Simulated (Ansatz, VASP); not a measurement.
## Au in VASP and in Ansatz

File INCAR:

```
PREC = Accurate ; ENCUT = 600
EDIFF = 1E-7 ; ISMEAR = 0
SIGMA = 0.1 ; LREAL = F
LASPH = T ; NELM = 100
ALGO = Normal ; ISIF = 3
LWAVE = F ; LCHARG = F
GGA = PE ; IBRION = 2
NSW = 100 ; EDIFFG = -0.005
```

KPOINTS

```
Automatic mesh
0
Gamma
  18 18 18
```

POSCAR

```
Au
1.0
    0.0000000000      2.0856442700      2.0856442700
    2.0856442700      0.0000000000      2.0856442700
    2.0856442700      2.0856442700      0.0000000000
Au
1
Direct
    0.0000000000      0.0000000000      0.0000000000
```

Input for Ansatz:

```yaml
crystal:
  lattice:
    - [0.0, 2.08564427, 2.08564427]
    - [2.08564427, 0.0, 2.08564427]
    - [2.08564427, 2.08564427, 0.0]
  atoms:
    - { symbol: Au, position: [0.0, 0.0, 0.0] }
basis:
  ecutwfc: 420
kpoints:
  mp_grid: { grid: [18, 18, 18] }
hamiltonian:
  xc: pbe
scf:
  occupations: { method: gaussian, width: 0.1 }
output:
  forces: true
  stress: true
  eigenvalues: true
  write_density: true
  write_potential: true
  elf: true
  volumetric_format: npy
relax:
  adjacent_minimum: "off"
  f_tol: 0.005
  max_steps: 80
  cell: { stress_tol: 0.05 }
```

Alike in both runs: task relaxation of cell and atoms; functional PBE; k mesh 18 × 18 × 18; occupations gaussian, width 0.1 eV; no spin polarisation.

```csv
,VASP,Ansatz
version,VASP 6.6.1,Ansatz 0.2.0
potentials or method,"VASP PAW PBE potentials, release 64 (Au)","scalar-relativistic, plane waves, PAW"
plane-wave cutoff (eV),600,420
valence electrons in the cell,11,19
```

```tsv
	VASP	Ansatz	Ansatz less VASP
gap on the k mesh at the Fermi level, each at its own relaxed structure (eV)	none	none	-
relaxed volume (Å³/atom)	17.95	17.97	+0.020
relaxed cell length with the largest relative difference (Å)	2.939	2.940	+0.0011
```

A gap of «none» marks a metal or a gap that the smearing closes. The two sets of potentials don't hold the same shells in valence.

The runs have no spin-orbit coupling, so splittings on Au are missing.
